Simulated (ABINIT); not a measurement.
The system is ZnS.

```
Zn S
1.0
     0.00000    2.70200    2.70200
     2.70200    0.00000    2.70200
     2.70200    2.70200    0.00000
Zn S
1 1
Direct
  0.75000 0.75000 0.75000
  0.00000 0.00000 0.00000
```

Base run:

* Program: ABINIT 10.8.3 (patched build)
* Functional: BP86
* Potentials or basis: JTH PAW PBE v2.0
* Cutoff: 544 eV
* k mesh: 9 × 9 × 9
* Occupations: fermi-dirac, width 0.05 eV
* Spin: no spin polarisation

Its results: band gap on the k mesh 2.04 eV, direct.

Question: After a change of settings the same cell gave: band gap on the k mesh 3.61 eV, direct. Which change was it?
A. functional from BP86 to LDA; potentials or basis from JTH PAW PBE v2.0 to JTH PAW LDA v2.0
B. functional from BP86 to PBEsol; k mesh from 9 × 9 × 9 to 5 × 5 × 5
C. functional from BP86 to HLE16
D. functional from BP86 to LDA; potentials or basis from JTH PAW PBE v2.0 to PseudoDojo NC SR LDA v0.4 stringent; cutoff from 544 eV to 980 eV; valence electrons from 18 to 26

Answer: C.

Caveats: the potentials were made for a functional far from this one (some runs).

Runs at the PBE level aren't shown here.
